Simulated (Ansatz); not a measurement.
## HfO₂ at a changed volume — 177Hf nuclear quadrupole resonance

Cell: a COD entry, relaxed with PBE at fixed cell and then changed (volume scaled by 1.06, ions relaxed).

```cif
data_HfO2
_symmetry_space_group_name_H-M 'P2_1/c'
_symmetry_Int_Tables_number 14
_cell_length_a 5.2184
_cell_length_b 5.2874
_cell_length_c 5.3877
_cell_angle_alpha 90.000
_cell_angle_beta 99.352
_cell_angle_gamma 90.000
loop_
_atom_site_label
_atom_site_type_symbol
_atom_site_symmetry_multiplicity
_atom_site_Wyckoff_symbol
_atom_site_fract_x
_atom_site_fract_y
_atom_site_fract_z
Hf Hf 4 e 0.2743 0.0444 0.2091
O5 O 4 e 0.4532 0.7576 0.4725
O9 O 4 e 0.0658 0.3264 0.3518
```

One atom of each set is listed.

Level of theory: DFT, PBE, plane waves and PAW, scalar-relativistic, 420 eV cutoff, Γ-centred 6×6×6 k-points, Fermi–Dirac smearing 0.02 eV (Ansatz 0.2.0).

177Hf: I = 7/2, Q = 3365 mb (year-2017 value). Static lattice, zero field.

**Question.** Predict the zero-field 177Hf lines of each site.

**Answer.** For I = 7/2 and η = 0 the lines are |C_Q|/14 times 1, 2 and 3; η shifts the lowest up most.

```
site  atoms  V_zz (10²¹ V/m²)  C_Q (MHz)     η  line frequencies (MHz)
  Hf      4             12.91       1051  0.07      76.3, 149.7, 225.0
```

**Question.** And for 179Hf (I = 9/2, Q = 3793 mb) on Hf?

**Answer.** C_Q scales with Q to 1184 MHz, with lines at 51.4, 98.1, 147.9, 197.3 MHz.

Without spin–orbit coupling the gradients at and beside Hf can be off by some per cent, at some sites by more. At this changed cell the PBE pressure is -6 GPa.
